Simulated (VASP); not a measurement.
# GaAs (F-43m) in VASP: notebook, part 2 of 3

VASP 6.6.1. Earlier steps stand in the parts before.

## Step 3: Band structure, PBE

Input file INCAR:

```
PREC = Accurate ; ENCUT = 520
EDIFF = 1E-7 ; ISMEAR = -1
SIGMA = 0.05 ; LREAL = F
LASPH = T ; NELM = 80
ALGO = Normal ; ISIF = 2
LWAVE = F ; LCHARG = F
GGA = PE
```

Input file KPOINTS:

```
regular mesh
0
Gamma
  8 8 8
```

Input file POSCAR:

```
GaAs
1.0
    0.0000000000      2.8268500000      2.8268500000
    2.8268500000      0.0000000000      2.8268500000
    2.8268500000      2.8268500000      0.0000000000
As Ga
1 1
Direct
    0.7500000000      0.7500000000      0.7500000000
    0.0000000000      0.0000000000      0.0000000000
```

Input file KPOINTS_OPT:

```
path GXWKGLUWLK,UX
10
line-mode
reciprocal
 0.0000000000  0.0000000000  0.0000000000  G
 0.5000000000  0.0000000000  0.5000000000  X

 0.5000000000  0.0000000000  0.5000000000  X
 0.5000000000  0.2500000000  0.7500000000  W

 0.5000000000  0.2500000000  0.7500000000  W
 0.3750000000  0.3750000000  0.7500000000  K

 0.3750000000  0.3750000000  0.7500000000  K
 0.0000000000  0.0000000000  0.0000000000  G

 0.0000000000  0.0000000000  0.0000000000  G
 0.5000000000  0.5000000000  0.5000000000  L

 0.5000000000  0.5000000000  0.5000000000  L
 0.6250000000  0.2500000000  0.6250000000  U

 0.6250000000  0.2500000000  0.6250000000  U
 0.5000000000  0.2500000000  0.7500000000  W

 0.5000000000  0.2500000000  0.7500000000  W
 0.5000000000  0.5000000000  0.5000000000  L

 0.5000000000  0.5000000000  0.5000000000  L
 0.3750000000  0.3750000000  0.7500000000  K

 0.6250000000  0.2500000000  0.6250000000  U
 0.5000000000  0.0000000000  0.5000000000  X
```

Potentials or basis: VASP PAW PBE potentials, release 64 (As, Ga_d).

On the command line:

```sh
cat potpaw_PBE.64/As/POTCAR potpaw_PBE.64/Ga_d/POTCAR > POTCAR
mpirun -np 1 vasp_std > vasp.out
```

Wall time 60 s (1 thread of Intel Xeon Platinum 8488C (Sapphire Rapids), shared host); peak memory 0.18 GiB.

Results (log left out):

| Item | Value |
| --- | --- |
| Free energy | -8.2471 eV |
| Pressure | 3.5 GPa |
| Band gap on the k mesh | 0.52 eV, direct |
| Band gap along the path | 0.52 eV, direct |

Levels at the corners of the path, in eV from the valence-band top:
```tsv
point	band 6	band 7	band 8	band 9	band 10	band 11	band 12	band 13
Γ	-12.73	0.00	0.00	0.00	0.52	3.73	3.73	3.73
X	-10.22	-6.82	-2.68	-2.68	1.46	1.65	10.17	10.17
X	-10.22	-6.82	-2.68	-2.68	1.46	1.65	10.17	10.17
W	-10.16	-6.63	-3.54	-3.34	4.62	4.72	5.41	6.03
W	-10.16	-6.63	-3.54	-3.34	4.62	4.72	5.41	6.03
K	-10.26	-6.63	-3.86	-2.26	1.96	4.63	7.95	8.05
K	-10.26	-6.63	-3.86	-2.26	1.96	4.63	7.95	8.05
Γ	-12.73	0.00	0.00	0.00	0.52	3.73	3.73	3.73
Γ	-12.73	0.00	0.00	0.00	0.52	3.73	3.73	3.73
L	-10.96	-6.64	-1.14	-1.14	1.00	4.63	4.63	7.75
L	-10.96	-6.64	-1.14	-1.14	1.00	4.63	4.63	7.75
U	-10.26	-6.63	-3.86	-2.26	1.96	4.63	7.95	8.06
U	-10.26	-6.63	-3.86	-2.26	1.96	4.63	7.95	8.05
W	-10.16	-6.63	-3.54	-3.34	4.62	4.72	5.41	6.03
W	-10.16	-6.63	-3.54	-3.34	4.62	4.72	5.41	6.03
L	-10.96	-6.64	-1.14	-1.14	1.00	4.63	4.63	7.75
L	-10.96	-6.64	-1.14	-1.14	1.00	4.63	4.63	7.75
K	-10.26	-6.63	-3.86	-2.26	1.96	4.63	7.95	8.05
U	-10.26	-6.63	-3.86	-2.26	1.96	4.63	7.95	8.06
X	-10.22	-6.82	-2.68	-2.68	1.46	1.65	10.17	10.17
```

## Step 4: Band structure, PBE

POSCAR is that of step 3.

Input file INCAR.step1:

```
SYSTEM = GaAs
PREC = Accurate
ENCUT = 600
EDIFF = 1E-6
ISMEAR = -1
SIGMA = 0.05
LREAL = .False.
LASPH = .True.
NELM = 60
ALGO = Normal
ISIF = 2
LWAVE = .False.
LCHARG = .True.
GGA = PE
```

Input file KPOINTS.step1:

```
regular mesh
0
Gamma
  8 8 8
  0 0 0
```

Input file INCAR.step2:

```
SYSTEM = GaAs
PREC = Accurate
ENCUT = 600
EDIFF = 1E-6
ISMEAR = 0
SIGMA = 0.05
LREAL = .False.
LASPH = .True.
NELM = 60
ALGO = Normal
ISIF = 2
LWAVE = .False.
LCHARG = .False.
GGA = PE
ICHARG = 11
```

Input file KPOINTS.step2:

```
path GXWKGLUWLK,UX
10
line-mode
reciprocal
 0.0000000000  0.0000000000  0.0000000000  G
 0.5000000000  0.0000000000  0.5000000000  X

 0.5000000000  0.0000000000  0.5000000000  X
 0.5000000000  0.2500000000  0.7500000000  W

 0.5000000000  0.2500000000  0.7500000000  W
 0.3750000000  0.3750000000  0.7500000000  K

 0.3750000000  0.3750000000  0.7500000000  K
 0.0000000000  0.0000000000  0.0000000000  G

 0.0000000000  0.0000000000  0.0000000000  G
 0.5000000000  0.5000000000  0.5000000000  L

 0.5000000000  0.5000000000  0.5000000000  L
 0.6250000000  0.2500000000  0.6250000000  U

 0.6250000000  0.2500000000  0.6250000000  U
 0.5000000000  0.2500000000  0.7500000000  W

 0.5000000000  0.2500000000  0.7500000000  W
 0.5000000000  0.5000000000  0.5000000000  L

 0.5000000000  0.5000000000  0.5000000000  L
 0.3750000000  0.3750000000  0.7500000000  K

 0.6250000000  0.2500000000  0.6250000000  U
 0.5000000000  0.0000000000  0.5000000000  X
```

Potentials or basis: VASP PAW PBE potentials, release 64 (As_GW, Ga_d_GW).

On the command line:

```sh
cat potpaw_PBE.64/As_GW/POTCAR potpaw_PBE.64/Ga_d_GW/POTCAR > POTCAR
cp INCAR.step1 INCAR
cp KPOINTS.step1 KPOINTS
mpirun -np 1 vasp_std > vasp.out
cp INCAR.step2 INCAR
cp KPOINTS.step2 KPOINTS
mpirun -np 1 vasp_std > vasp.out
```

OUTCAR:

```text
SYSTEM = GaAs
   PREC = Accurate
   ENCUT = 600
   EDIFF = 1E-6
   ISMEAR = 0
   LREAL = .False.
   LASPH = .True.
   NELM = 60
   ISIF = 2
   GGA = PE
   ICHARG = 11

 ion  position               nearest neighbor table
   1  0.750  0.750  0.750-   2 2.45   2 2.45   2 2.45   2 2.45
   2  0.000  0.000  0.000-   1 2.45   1 2.45   1 2.45   1 2.45

  LATTYP: Found a face centered cubic cell.
 ALAT       =     5.6537000000

  Lattice vectors:

 A1 = (   0.0000000000,   2.8268500000,   2.8268500000)
 A2 = (   2.8268500000,   0.0000000000,   2.8268500000)
 A3 = (   2.8268500000,   2.8268500000,   0.0000000000)

Analysis of symmetry for initial positions (statically):
=====================================================================
 Subroutine PRICEL returns:
 Original cell was already a primitive cell.

 Routine SETGRP: Setting up the symmetry group for a
 face centered cubic supercell.

 Subroutine GETGRP returns: Found 24 space group operations
 (whereof 24 operations were pure point group operations)
 out of a pool of 48 trial point group operations.

The static configuration has the point symmetry T_d .

[... 169 lines left out ...]
      6      -8.8797      2.00000
      7       3.8486      2.00000
      8       3.8486      2.00000
      9       3.8486      2.00000
     10       4.3552      0.00000
     11       7.5729      0.00000
     12       7.5729      0.00000
     13       7.5729      0.00000
[... 354 lines left out ...]
  band No.  band energies     occupation
      1     -11.0489      2.00000
      2     -10.9179      2.00000
      3     -10.9058      2.00000
      4     -10.8816      2.00000
      5     -10.8649      2.00000
      6      -6.3472      2.00000
      7      -2.7808      2.00000
      8       0.1671      2.00000
      9       0.8128      2.00000
     10       7.4054      0.00000
     11       8.5820      0.00000
     12       9.9627      0.00000
     13      10.4403      0.00000

 [... further k-points ...]

------------------------ aborting loop because EDIFF is reached ----------------------------------------

  FORCE on cell =-STRESS in cart. coord.  units (eV):
  Direction    XX          YY          ZZ          XY          YZ          ZX
  --------------------------------------------------------------------------------------
  -------------------------------------------------------------------------------------
  Total       -0.1039707     -0.1039707     -0.1039707      0.0000000      0.0000000      0.0000000
  in kB       -3.6870874     -3.6870874     -3.6870874      0.0000000      0.0000000      0.0000000
  external PRESSURE =      -3.6870874 kB  Pullay stress =       0.0000000 kB

 VOLUME and BASIS-vectors are now :
 -----------------------------------------------------------------------------
  energy-cutoff  :      600.00
  volume of cell :       45.18
      direct lattice vectors                 reciprocal lattice vectors
     0.000000000  2.826850000  2.826850000    -0.176875321  0.176875321  0.176875321
     2.826850000  0.000000000  2.826850000     0.176875321 -0.176875321  0.176875321
     2.826850000  2.826850000  0.000000000     0.176875321  0.176875321 -0.176875321

 POSITION                                       TOTAL-FORCE (eV/Angst)
 -----------------------------------------------------------------------------------
      4.24027      4.24027      4.24027         0.000000      0.000000      0.000000
      0.00000      0.00000      0.00000        -0.000000     -0.000000     -0.000000
 -----------------------------------------------------------------------------------
    total drift:                                0.000005      0.000005      0.000005

  FREE ENERGIE OF THE ION-ELECTRON SYSTEM (eV)
  ---------------------------------------------------
  free  energy   TOTEN  =        -8.3843336189 eV

  energy  without entropy=       -8.3843336189  energy(sigma->0) =       -8.38433362
```

OUTCAR.step1:

```text
SYSTEM = GaAs
   PREC = Accurate
   ENCUT = 600
   EDIFF = 1E-6
   ISMEAR = -1
   LREAL = .False.
[... 606 lines left out ...]
      4.24027      4.24027      4.24027        -0.000000     -0.000000     -0.000000
      0.00000      0.00000      0.00000         0.000000      0.000000      0.000000
 -----------------------------------------------------------------------------------
    total drift:                                0.000005      0.000005      0.000004

  FREE ENERGIE OF THE ION-ELECTRON SYSTEM (eV)
  ---------------------------------------------------
  free  energy   TOTEN  =        -8.2423732052 eV

  energy  without entropy=       -8.2423465848  energy(sigma->0) =       -8.24235990
```

OSZICAR.step1:

```text
N       E                     dE             d eps       ncg     rms          rms(c)
DAV:   1     0.132860359929E+03    0.13286E+03   -0.11012E+04   786   0.195E+03
DAV:   2     0.136590334995E+01   -0.13149E+03   -0.12761E+03   804   0.377E+02
DAV:   3    -0.797849929177E+01   -0.93444E+01   -0.92558E+01  1020   0.110E+02
DAV:   4    -0.839919073923E+01   -0.42069E+00   -0.42049E+00  1000   0.266E+01
DAV:   5    -0.840801405895E+01   -0.88233E-02   -0.88227E-02  1024   0.272E+00    0.353E+00
DAV:   6    -0.826332317257E+01    0.14469E+00   -0.29574E-01  1226   0.141E+01    0.197E+00
DAV:   7    -0.824109077904E+01    0.22232E-01   -0.72694E-02  1012   0.277E+00    0.693E-01
DAV:   8    -0.824195431678E+01   -0.86354E-03   -0.61971E-03   900   0.624E-01    0.113E-01
DAV:   9    -0.824223723100E+01   -0.28291E-03   -0.10089E-03   887   0.352E-01    0.388E-02
DAV:  10    -0.824236023488E+01   -0.12300E-03   -0.15835E-04   915   0.124E-01    0.740E-03
DAV:  11    -0.824237281930E+01   -0.12584E-04   -0.17923E-05   925   0.488E-02    0.288E-03
DAV:  12    -0.824237320522E+01   -0.38592E-06   -0.11851E-06   780   0.954E-03
   1 F= -.82423732E+01 E0= -.82423599E+01  d E =-.266204E-04
```

It took 56 s on 1 thread of Intel Xeon Platinum 8488C (Sapphire Rapids), shared host; peak memory 0.23 GiB.

What came out:

```
Band gap on the k mesh  : 0.51 eV, direct
Band gap along the path : 0.51 eV, direct
```

Levels at the corners of the path, in eV from the valence-band top:
```
point  band 7  band 8  band 9  band 10  band 11  band 12
    Γ    0.00    0.00    0.00     0.51     3.72     3.72
    X   -6.82   -2.68   -2.68     1.46     1.65    10.15
    X   -6.82   -2.68   -2.68     1.46     1.65    10.15
    W   -6.63   -3.54   -3.35     4.62     4.72     5.40
    W   -6.63   -3.54   -3.35     4.62     4.72     5.40
    K   -6.63   -3.86   -2.26     1.96     4.63     7.94
    K   -6.63   -3.86   -2.26     1.96     4.63     7.94
    Γ    0.00    0.00    0.00     0.51     3.72     3.72
    Γ    0.00    0.00    0.00     0.51     3.72     3.72
    L   -6.64   -1.14   -1.14     0.99     4.63     4.63
    L   -6.64   -1.14   -1.14     0.99     4.63     4.63
    U   -6.63   -3.86   -2.26     1.96     4.63     7.94
    U   -6.63   -3.86   -2.26     1.96     4.63     7.94
    W   -6.63   -3.54   -3.35     4.62     4.72     5.40
    W   -6.63   -3.54   -3.35     4.62     4.72     5.40
    L   -6.64   -1.14   -1.14     0.99     4.63     4.63
    L   -6.64   -1.14   -1.14     0.99     4.63     4.63
    K   -6.63   -3.86   -2.26     1.96     4.63     7.94
    U   -6.63   -3.86   -2.26     1.96     4.63     7.94
    X   -6.82   -2.68   -2.68     1.46     1.65    10.15
```

Caveat: the log is that of the step along the path at fixed density, whose energy, stress, charges and moments have no meaning.

(Part 2 of 3 ends here.)
